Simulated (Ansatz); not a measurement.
# Transmission past a defect: (3,3) C nanotube, P in place of one C

Aim: how much does this defect scatter, and at which energies?

Program: Ansatz 0.2.0. Level of theory: DFT PBE, plane waves, PAW; relaxation of a wire's period, in the first sound run; inputs show where later runs differ. Results are calculated unless marked as measured.

**1. Starting point**

The cell holds 12 atoms: 12 C. Cell: a = 10.868 Å, b = 10.806 Å, c = 2.460 Å, α = 90.0°, β = 90.0°, γ = 90.0°. Vacuum lies along a and b. The structure's axis is c.

**2. Relaxing the period**

Band widths follow the bond lengths, so the wire is relaxed first. The atoms and the third cell vector are free; the box across stays fixed as vacuum. A Fermi-Dirac smearing is set since the result may be a metal. The pressure printed is a third of the stress's trace over the whole box, vacuum included; only the stress along the axis is relaxed.

input.yaml

```yaml
crystal:
  lattice:
    - [10.868, 0.0, 0.0]
    - [0.0, 10.806, 0.0]
    - [0.0, 0.0, 2.4595121467]
  atoms:
    - { symbol: C, position: [0.643369038, 0.621000301, 0.0] }
    - { symbol: C, position: [0.687154982, 0.500009175, 0.0] }
    - { symbol: C, position: [0.31284505, 0.500009175, 0.5] }
    - { symbol: C, position: [0.356630994, 0.379018048, 0.5] }
    - { symbol: C, position: [0.467500897, 0.685378334, 0.5] }
    - { symbol: C, position: [0.593577499, 0.663020078, 0.5] }
    - { symbol: C, position: [0.593577499, 0.336998271, 0.5] }
    - { symbol: C, position: [0.675868157, 0.435631141, 0.5] }
    - { symbol: C, position: [0.324131875, 0.564387208, 0.0] }
    - { symbol: C, position: [0.406422533, 0.663020078, 0.0] }
    - { symbol: C, position: [0.406422533, 0.336998271, 0.0] }
    - { symbol: C, position: [0.532499135, 0.314640015, 0.0] }
kpoints:
  mp_grid: { grid: [1, 1, 33] }
scf:
  occupations: { method: fermi_dirac, width: 0.05 }
hamiltonian:
  xc: pbe
relax:
  cell: { fix: [a, b, alpha, beta, gamma] }
  max_steps: 60
```

On the command line:

```sh
$ ansatz run input.yaml --threads 16 --pin off --max-ram 61440MiB --backend cuda --events-out ev --progress --plain --runs-dir out --max-vram 78GiB
```

Numbers of over 12 decimals in the logs are rounded to 6 here.

The log of the run:

```text
Engine: ansatz 0.2.0, aarch64-unknown-linux-gnu
Pseudopotentials: kind: paw
Pseudopotential: C, paw, valence charge 4, recommended cutoff 420 eV (normal), C.paw.azcp
Functional definition: PBE
  parameter kappa = 0.804
  parameter beta = 0.066725
  exchange = pbe_x(kappa = kappa, mu = beta*pi^2/3)
  correlation = pbe_c(beta = beta)
concurrent solve slots: 9 of 16 are kept, ahead of what memory takes: no pass of the eigensolver takes more rounds on 9
[...]
Crystal: 12 atoms, lattice volume = 288.844 Å³
Basis set: ecut = 420 eV, 5637 PW (Γ), exchange–correlation on 150×150×36 points (8 copies of the dense FFT grid, shifted against one another)
Bands: 36, of which v1, the nominal top of the filled ones, is band 24 counted from 1 (23 counted from 0)
Symmetry: 4 space group operations
Space group: P21/m (ITA 11), of the structure as read, at distance tolerance 6.6e-5 Å
k-points: 17 of 33
Non-local potential: C, projectors of the file, l = 0: 2, l = 1: 2, l = 2: 1
PAW form: soft (Blöchl's): semilocal exchange-correlation on the pseudo side does not see the compensation charge
PAW one-centre angular grid: C, 110 points (default); XC on 64 Gauss nodes
Initial density: superposition of atomic densities (neutral atoms: chi_scale 0, normalization atom), corrected by the library's trained network
Initial wavefunctions: pseudopotential atomic-orbital guess
[...]
Functional: x = pbe(κ = 0.804, μ = 0.219515), c = pbe(β = 0.066725)
SCF iter   1: F=—  HF=-3005.117300 eV  |F-HF|=—  |Δ(HF+E_count)|=         —  Δρ=6.24e-3  dr2=6.55e-2  ethr=1.77e-3  ⟨swp⟩=12.7  Hψ=4230  notcnv=0  defer=43
preconditioner: auto → LDOS  [insulator: Δε(μ)=0.149 eV  Ē_g=14.057 eV  σ=0.050 eV  W_gap=0.63  n_scr=36 (ndim 8)  ℏωp=15.1 eV  f_vac=0.617  D(μ)=0.79/eV (n_scr^D=4)  ε∞_Penn≈2.2  β→1.0]
SCF iter   2: F=—  HF=-3005.124089 eV  |F-HF|=—  |Δ(HF+E_count)|=   6.79e-3  Δρ=1.54e-3  dr2=8.15e-3  ethr=1.36e-4  ⟨swp⟩=3.6  Hψ=1383  notcnv=0  defer=69
[...]
SCF iter   7: F=-3005.120788 eV  HF=-3005.120788 eV  |F-HF|=1.07e-8  |Δ(HF+E_count)|=   9.14e-8  Δρ=1.69e-6  dr2=1.70e-8  ethr=2.08e-10  ⟨swp⟩=5.0  Hψ=2188  notcnv=0
SCF 1 converged in 7 iterations: F = -3005.120788 eV  dr2 = 1.70e-8
  greatest PAW one-centre occupation: 0.679 electrons in one spin orbital (limit 2), on the C atom at site 3 (counted from 0), in its partial waves of l = 0
relax step   1: F+E_penalty+E_count = -3005.12078838 eV  Δ(F+E_penalty+E_count) = +0.000e0 eV  max|allowed force component| = 1.030e0 eV/Å  Δτ_max = 0.0000 Å  P = +5.740 GPa  Ω = 288.844 Å³  fix = [a, b, alpha, beta, gamma]  reactions: a +6.817, b +6.801 GPa; gamma -0.012 GPa/rad  (7 SCF iters, dr2 threshold 1.00e-7 eV, accepted)
concurrent solve slots: 9 of 16 are kept, ahead of what memory takes: no pass of the eigensolver takes more rounds on 9
[...]
Crystal: 12 atoms, lattice volume = 288.884 Å³
[...]
iter 1 solved again at ethr=7.46e-4 eV; its pass at ethr=3.10e-3 eV (dr2=3.58e-1 eV) is discarded
SCF iter   1: F=—  HF=-3005.594242 eV  |F-HF|=—  |Δ(HF+E_count)|=         —  Δρ=1.14e-2  dr2=3.44e-1  ethr=7.46e-4  ⟨swp⟩=2.5  Hψ=2835  notcnv=0
preconditioner: auto → LDOS  [insulator: Δε(μ)=0.160 eV  Ē_g=13.712 eV  σ=0.050 eV  W_gap=0.66  n_scr=36 (ndim 8)  ℏωp=15.1 eV  f_vac=0.599  D(μ)=0.72/eV (n_scr^D=4)  ε∞_Penn≈2.2  β→1.0]
SCF iter   2: F=—  HF=-3005.638389 eV  |F-HF|=—  |Δ(HF+E_count)|=   4.41e-2  Δρ=7.25e-3  dr2=4.67e-1  ethr=7.16e-4  ⟨swp⟩=4.9  Hψ=2032  notcnv=0  defer=19
[...]
SCF iter   6: F=-3005.495899 eV  HF=-3005.495899 eV  |F-HF|=3.53e-7  |Δ(HF+E_count)|=   1.10e-7  Δρ=1.11e-5  dr2=4.45e-7  ethr=1.89e-9  ⟨swp⟩=2.9  Hψ=2192  notcnv=0
SCF 2 converged in 6 iterations: F = -3005.495899 eV  dr2 = 4.45e-7
  greatest PAW one-centre occupation: 0.670 electrons in one spin orbital (limit 2), on the C atom at site 10 (counted from 0), in its partial waves of l = 0
relax step   2: F+E_penalty+E_count = -3005.49589860 eV  Δ(F+E_penalty+E_count) = -3.751e-1 eV  max|allowed force component| = 4.769e-1 eV/Å  Δτ_max = 0.0505 Å  P = +1.840 GPa  Ω = 288.884 Å³  energy of the carried Pulay correction = -5.018e-5 eV  fix = [a, b, alpha, beta, gamma]  reactions: a +2.075, b +2.053 GPa; gamma -0.011 GPa/rad  (6 SCF iters, dr2 threshold 1.20e-6 eV, accepted)
[...]
relax step   3: F+E_penalty+E_count = -3005.53990361 eV  Δ(F+E_penalty+E_count) = -4.401e-2 eV  max|allowed force component| = 1.823e-1 eV/Å  Δτ_max = 0.0194 Å  P = +0.138 GPa  Ω = 289.574 Å³  energy of the carried Pulay correction = -9.094e-4 eV  fix = [a, b, alpha, beta, gamma]  reactions: a +0.195, b +0.171 GPa; gamma -0.008 GPa/rad  (6 SCF iters, dr2 threshold 1.20e-6 eV, accepted)
[...]
relax step   4: F+E_penalty+E_count = -3005.54198313 eV  Δ(F+E_penalty+E_count) = -2.080e-3 eV  max|allowed force component| = 8.869e-3 eV/Å  Δτ_max = 0.0027 Å  P = -0.038 GPa  Ω = 289.737 Å³  energy of the carried Pulay correction = -1.113e-3 eV  fix = [a, b, alpha, beta, gamma]  reactions: a -0.004, b -0.029 GPa; gamma -0.009 GPa/rad  (4 SCF iters, dr2 threshold 1.20e-6 eV, accepted)
[...]
relax step   5: F+E_penalty+E_count = -3005.54209382 eV  Δ(F+E_penalty+E_count) = -1.107e-4 eV  max|allowed force component| = 1.109e-3 eV/Å  Δτ_max = 0.0004 Å  P = -0.009 GPa  Ω = 289.663 Å³  energy of the carried Pulay correction = -1.020e-3 eV  fix = [a, b, alpha, beta, gamma]  reactions: a -0.012, b -0.034 GPa; gamma -0.010 GPa/rad  (5 SCF iters, dr2 threshold 1.61e-8 eV, accepted)
[...]
relax step   6: F+E_penalty+E_count = -3005.54313848 eV  Δ(F+E_penalty+E_count) = -1.045e-3 eV  max|allowed force component| = 1.076e-3 eV/Å  Δτ_max = 0.0000 Å  P = -0.000 GPa  Ω = 289.663 Å³  fix = [a, b, alpha, beta, gamma]  reactions: a +0.002, b -0.023 GPa; gamma -0.008 GPa/rad  stress off target by 2.08e-2 GPa on what of the cell is left free  SCF on the basis re-selected at this cell (its energy is not comparable with the rows above)  (5 SCF iters)
[...]
SCF converged after 5 iterations
Free energy (F): -3005.543138 eV
Harris-Foulkes:  -3005.543138 eV  (|F-HF|=6.68e-11)
Internal energy: -3005.539400 eV  (E = F + TS)
E sigma→0 (E₀):  -3005.541269 eV
Entropy (-TS):   -0.003739 eV (-0.312 meV/atom)
Fermi energy:    -0.001003 eV
--- Per-component energies (eV) ---
  E_band       = -450.309513
  E_kinetic    = 1085.987881
  E_local      = -9903.665903  (includes V_loc(G=0)·N_el)
  E_nonlocal   = 326.383746
  E_hartree    = 4415.622265
  E_xc         = -573.292097
  E_vxc        = -709.631111  (∫ρ·V_xc dr)
  E_paw        = -1191.314147  (= ΣΔE_a)
  E_vpaw       = -80.628688  (= ΣTr[D̂ρ^β])
  E_aug_tail   = 0.000090  (compensation charges beyond the density's cutoff)
  E_ewald      = 2834.738765
  E_smearing   = -0.003739  (= −TS)
  E_closure    = 0.000000  (closes the sum)
  Σ components = -3005.543138   (vs F -3005.543138, Δ=0.00e0)
--- Forces (eV/Å), atoms counted from 1 ---
  atom   1  C     -0.00005232    -0.00047025     0.00000000
  atom   2  C     -0.00048379     0.00080004     0.00000000
  atom   3  C      0.00048379    -0.00080004     0.00000000
  atom   4  C      0.00005232     0.00047025     0.00000000
  atom   5  C      0.00070309    -0.00073339     0.00000000
  atom   6  C     -0.00054099     0.00026283     0.00000000
  atom   7  C      0.00053385     0.00006216     0.00000000
  atom   8  C     -0.00107630    -0.00043036     0.00000000
  atom   9  C      0.00107630     0.00043036     0.00000000
  atom  10  C     -0.00053385    -0.00006216     0.00000000
  atom  11  C      0.00054099    -0.00026283     0.00000000
  atom  12  C     -0.00070309     0.00073339     0.00000000
  max |Σ_I F_I| component: 4.34e-19 eV/Å
--- Stress (GPa, compression-positive) ---
        0.001877       0.007870       0.000000
        0.007870      -0.022788       0.000000
        0.000000       0.000000       0.020766
  P = ⅓ Tr σ = -0.0000 GPa (-0.000 kbar)
--- Band table (eV; the first three rows and the last of 17) ---
  k-point 0: bands = [... 20 lower, -3.9496, -3.5126, -3.2288, -1.4713, 1.1212, 3.0802, 3.3682, 3.3967, ... 8 higher]
  k-point 1: bands = [... 20 lower, -3.9333, -3.5373, -3.2965, -1.4544, 1.1238, 3.1022, 3.3832, 3.3991, ... 8 higher]
  k-point 2: bands = [... 20 lower, -3.8847, -3.6116, -3.4932, -1.4038, 1.1274, 3.1675, 3.4005, 3.4258, ... 8 higher]
  k-point 16: bands = [... 20 lower, -2.8049, -2.8034, -2.4642, -2.4626, 0.8743, 0.8754, 1.0796, 1.0801, ... 8 higher]
--- Relaxed structure (5 steps of the walk, 5 accepted, 1 SCFs on fresh bases) ---
  F+E_penalty+E_count = -3005.54313848 eV   max|allowed force component| = 1.076e-3 eV/Å   (the final SCF, on the basis selected at the relaxed cell)
  cell:  # Å, volume = 289.6627 Å³
    - [10.868, 0, 0.0]
    - [0, 10.806, 0.0]
    - [0.0, 0.0, 2.466482]
  atoms:
    - { symbol: C, position: [0.648270, 0.625322, 0.0] }
    - { symbol: C, position: [0.693514, 0.500081, 0.0] }
    - { symbol: C, position: [0.306486, 0.499919, 0.500000] }
    - { symbol: C, position: [0.351730, 0.374678, 0.500000] }
    - { symbol: C, position: [0.466301, 0.691757, 0.500000] }
    - { symbol: C, position: [0.596809, 0.668744, 0.500000] }
    - { symbol: C, position: [0.596794, 0.331411, 0.500000] }
    - { symbol: C, position: [0.681871, 0.433552, 0.500000] }
    - { symbol: C, position: [0.318129, 0.566448, 0.0] }
    - { symbol: C, position: [0.403206, 0.668589, 0.0] }
    - { symbol: C, position: [0.403191, 0.331256, 0.0] }
    - { symbol: C, position: [0.533699, 0.308243, 0.0] }
```

Run time: 2.5 s. Hardware: 1 × NVIDIA GB200 with 16 threads of Arm Neoverse V2, shared host; peak memory 1.1 GiB.

Step by step:

```csv
step,energy less that of the first step (eV),largest force component (eV/Å),pressure (GPa),volume (Å³)
1,0.0000,1.0299,5.74,288.84
2,-0.3751,0.4769,1.84,288.88
3,-0.4191,0.1823,0.14,289.57
4,-0.4212,0.0089,-0.04,289.74
5,-0.4213,0.0011,-0.01,289.66
6,-0.4223,0.0011,0.00,289.66
```

The log counts 1 steps on a newly chosen plane-wave basis, not all of them marked here; energy and pressure can jump at such steps.

Forces are held to the 4 operations that the run works with; a distortion that breaks them can't arise in this run.

```csv
cell as run,before,after,change
c (Å),2.460,2.466,+0.3 %
```

The atoms that moved most (Å, along periodic axes as changes of fractional coordinates times the final cell, across vacuum about the mean position):

```csv
atom,dx,dy,dz,length
C6,0.035,0.062,0.000,0.071
C11,-0.035,-0.062,0.000,0.071
C1,0.053,0.047,0.000,0.071
C4,-0.053,-0.047,0.000,0.071
C5,-0.013,0.069,0.000,0.070
C12,0.013,-0.069,0.000,0.070
C10,-0.035,0.060,0.000,0.070
C7,0.035,-0.060,0.000,0.070
```

The relaxed structure:

```cif
data_structure
_symmetry_space_group_name_H-M 'P 1'
_symmetry_Int_Tables_number 1
_cell_length_a 10.8680
_cell_length_b 10.8060
_cell_length_c 2.4665
_cell_angle_alpha 90.000
_cell_angle_beta 90.000
_cell_angle_gamma 90.000
_cell_volume 289.66
loop_
_atom_site_label
_atom_site_type_symbol
_atom_site_fract_x
_atom_site_fract_y
_atom_site_fract_z
_atom_site_occupancy
C1 C 0.64827 0.62532 0.00000 1
C2 C 0.69351 0.50008 0.00000 1
C3 C 0.30649 0.49992 0.50000 1
C4 C 0.35173 0.37468 0.50000 1
C5 C 0.46630 0.69176 0.50000 1
C6 C 0.59681 0.66874 0.50000 1
C7 C 0.59679 0.33141 0.50000 1
C8 C 0.68187 0.43355 0.50000 1
C9 C 0.31813 0.56645 0.00000 1
C10 C 0.40321 0.66859 0.00000 1
C11 C 0.40319 0.33126 0.00000 1
C12 C 0.53370 0.30824 0.00000 1
```

Numbers from this step:

```
energy at zero smearing    : -3005.5413 eV
cell length along the wire : 2.466 Å
```

The cell's length comes to 2.466 Å with spin left out.

**3. The wire at its relaxed period**

This step: DFT PBE, plane waves, PAW; channels and complex bands of a perfect wire (Ansatz 0.2.0).

At the relaxed period the Bloch states of the perfect wire are found at each energy: those that move forward count the open channels, and those that decay describe how a disturbance dies away inside the wire itself. An energy step of 0.035 eV is under the 0.039 eV that the program asks for its thermal average at 300 K.

input.yaml

```yaml
crystal:
  lattice:
    - [10.868, 0.0, 0.0]
    - [0.0, 10.806, 0.0]
    - [0.0, 0.0, 2.4664820155]
  atoms:
    - { symbol: C, position: [0.648270335, 0.625321526, 0.0] }
    - { symbol: C, position: [0.693514215, 0.500080921, 0.0] }
    - { symbol: C, position: [0.306485785, 0.499919079, 0.5] }
    - { symbol: C, position: [0.351729665, 0.374678474, 0.5] }
    - { symbol: C, position: [0.466301151, 0.691757249, 0.5] }
    - { symbol: C, position: [0.596808728, 0.668744085, 0.5] }
    - { symbol: C, position: [0.596793604, 0.331410597, 0.5] }
    - { symbol: C, position: [0.681870736, 0.433551866, 0.5] }
    - { symbol: C, position: [0.318129264, 0.566448134, 0.0] }
    - { symbol: C, position: [0.403206396, 0.668589403, 0.0] }
    - { symbol: C, position: [0.403191272, 0.331255915, 0.0] }
    - { symbol: C, position: [0.533698849, 0.308242751, 0.0] }
kpoints:
  mp_grid: { grid: [1, 1, 33] }
scf:
  occupations: { method: fermi_dirac, width: 0.05 }
hamiltonian:
  xc: pbe
output:
  transmission:
    e_range: [-1.5, 1.5]
    de: 0.035
    kmesh: [1, 1]
    reduced_basis: true
    leads: [[0, 0]]
```

The log of the run:

```text
[...]
device memory: the entry about to start is reckoned to put 10.1 GiB on a device that reports 114.3 GiB free (of which the cap on the GPU budget leaves the run 78.0 GiB)
GPU FFT provider: cuFFT
GPU libraries: cuBLAS 13.8.1, cuFFT 12.4.0, cuSOLVER 12.3.2
GPU matrix products: emulated (plane waves: as basis.precision tells), large ones in fixed point in workspaces of 1.00 GiB
Crystal: 12 atoms, lattice volume = 289.663 Å³
Basis set: ecut = 420 eV, 5661 PW (Γ)
Bands: 36, of which v1, the nominal top of the filled ones, is band 24 counted from 1 (23 counted from 0)
Symmetry: 4 space group operations
[...]
k-points: 17 of 33
[...]
GPU buffer pool allocated for 101250 grid points (all kernels)
GPU transforms: local potential and band sums: pruned to the plane-wave sphere, on 75×75×18
[...]
SCF iter   1: F=—  HF=-3005.547179 eV  |F-HF|=—  |Δ(HF+E_count)|=         —  Δρ=5.97e-3  dr2=6.80e-2  ethr=1.77e-3  ⟨swp⟩=11.4  Hψ=3882  notcnv=0  defer=61
[...]
SCF iter   8: F=-3005.543057 eV  HF=-3005.543057 eV  |F-HF|=1.16e-8  |Δ(HF+E_count)|=   4.44e-8  Δρ=2.69e-6  dr2=1.70e-8  ethr=2.08e-10  ⟨swp⟩=16.9  Hψ=3160  notcnv=0
SCF 1 converged in 8 iterations: F = -3005.543057 eV  dr2 = 1.70e-8
[...]
transmission: 4 of 4 steps passed
[...]
Second SCF, for the conductance: iteration 1, dr2 2.789e-8 eV
Second SCF, for the conductance: iteration 2, dr2 6.956e-9 eV
Second SCF, for the conductance: iteration 3, dr2 2.622e-9 eV
transmission: 4 of 4 steps passed
SCF converged after 8 iterations
Free energy (F): -3005.543057 eV
[...]
Internal energy: -3005.539319 eV  (E = F + TS)
E sigma→0 (E₀):  -3005.541188 eV
Entropy (-TS):   -0.003739 eV (-0.312 meV/atom)
Fermi energy:    -0.001082 eV
[...]
--- Band table (eV; the first three rows and the last of 17) ---
  k-point 0: bands = [... 20 lower, -3.9497, -3.5127, -3.2289, -1.4714, 1.1212, 3.0770, 3.3681, 3.3966, ... 8 higher]
  k-point 1: bands = [... 20 lower, -3.9334, -3.5374, -3.2966, -1.4545, 1.1237, 3.0989, 3.3831, 3.3990, ... 8 higher]
  k-point 2: bands = [... 20 lower, -3.8848, -3.6117, -3.4933, -1.4039, 1.1273, 3.1643, 3.4004, 3.4257, ... 8 higher]
  k-point 16: bands = [... 20 lower, -2.8050, -2.8034, -2.4643, -2.4627, 0.8742, 0.8754, 1.0795, 1.0800, ... 8 higher]
--- Transmission ---
  basis      : 1037 plane waves across, 4 finite elements along
  points     : 1, standing for a mesh of 1 x 1
  on the GPU : 1 of these points
  filling    : by a second SCF (3 iterations) under fermi_dirac of width 0.025852 eV on a mesh of 1 x 1 x 93, whose Fermi level is -0.001212 eV
  energies   : 86 from -1.500000 to 1.475000 eV about the Fermi level, 0.035000 eV apart; the leads are filled to 0.000000 eV, and channels, transmission and decay are at 0.005000 eV
  crystal 0  : C12, at the sites [0, 0], period 2.4665 Å: whole cells are its period
    offset         : up to 0.0000 Å between an atom of the period and one for which it stands
    filled         : 0.2 meV over the level at which it is neutral
    channels       : 2.000000e0 a spin
    conductance    : 1.3185e14 S/m² at 300 K; may be off by some 0.1 % by where its bands' edges are placed, 0.0 % from the distance to neutral
```

Elapsed: 99 s, on 1 × NVIDIA GB200 with 16 threads; peak memory 12 GiB.

Reading the cycles: dr2 is the Hartree energy of the density residual (eV), the measure of convergence; HF is the Harris–Foulkes estimate of the energy, which meets the free energy F at convergence.

Numbers from this step:

| Property | Result |
| --- | --- |
| energy at zero smearing | -3005.5412 eV |
| channels at the energy nearest the Fermi level, one spin | 2 |
| conductance of the lead as this run defines it | 1.998 G₀ |
| band gap | 0 eV |

The open channels of the lead, one spin by energy, zero at the Fermi level:

energy (eV), open channels of the lead, one spin and a bar from the least value:
```
    -1.50       1.00 
    -1.40       2.00 ######
    -1.29       2.00 ######
    -1.19       2.00 ######
    -1.08       2.00 ######
    -0.97       2.00 ######
    -0.87       2.00 ######
    -0.77       2.00 ######
    -0.69       2.00 ######
    -0.59       2.00 ######
    -0.48       2.00 ######
    -0.38       2.00 ######
    -0.28       2.00 ######
    -0.17       2.00 ######
    -0.07       2.00 ######
     0.01       2.00 ######
     0.04       2.00 ######
     0.14       2.00 ######
     0.25       2.00 ######
     0.35       2.00 ######
     0.46       2.00 ######
     0.56       2.00 ######
     0.67       2.00 ######
     0.74       6.00 ##############################
     0.84       6.00 ##############################
     0.95       6.00 ##############################
     1.05       6.00 ##############################
     1.16       5.00 ########################
     1.26       5.00 ########################
     1.37       5.00 ########################
     1.48       5.00 ########################
```

The slowest values at each energy, most degenerate partners merged, listed up to 1.5 1/Å. Table of Im kz of the slowest decaying states by energy, zero at the Fermi level:

```csv
energy (eV),decay 1 (Å⁻¹),decay 2 (Å⁻¹),decay 3 (Å⁻¹),decay 4 (Å⁻¹)
-1.395,0.200,0.200,0.355,0.409
-1.185,0.218,0.218,0.369,0.416
-1.010,0.228,0.228,0.380,0.422
-0.800,0.234,0.234,0.391,0.428
-0.590,0.234,0.235,0.401,0.430
-0.415,0.231,0.231,0.409,0.427
-0.205,0.222,0.222,0.417,0.422
0.005,0.207,0.207,0.415,0.423
0.215,0.184,0.184,0.405,0.429
0.390,0.156,0.157,0.394,0.433
0.600,0.102,0.103,0.375,0.437
0.810,0.342,0.439,0.443,0.443
0.985,0.285,0.440,0.440,0.441
1.195,0.195,0.435,0.436,0.441
1.405,0.321,0.430,0.431,0.440
```

By hand: the program gives 1.3185 × 10^14 S/m² over the cell's cross-section of 117.44 Å² = 1.174 × 10^-18 m², so one cell conducts 1.548 × 10^-4 S. Divided by G0 = 2e²/h = 7.748 × 10^-5 S this is 2.00 G0, a resistance of 6.46 kΩ.

At the computed energy nearest the Fermi level there are 2 channels a spin, and the thermal average gives 2.00 G₀.

(Continued in part 2 of 2.)

[Logs are printed without paths, hosts, clocks, repeated set-up lines and the standing remarks that a program may print on its own settings, such as how far it seeks lower states.]

[Hosts, paths, dates, database ids (printed as entryN), source tags and the programs' standing remarks are cut or masked in the printed files.]
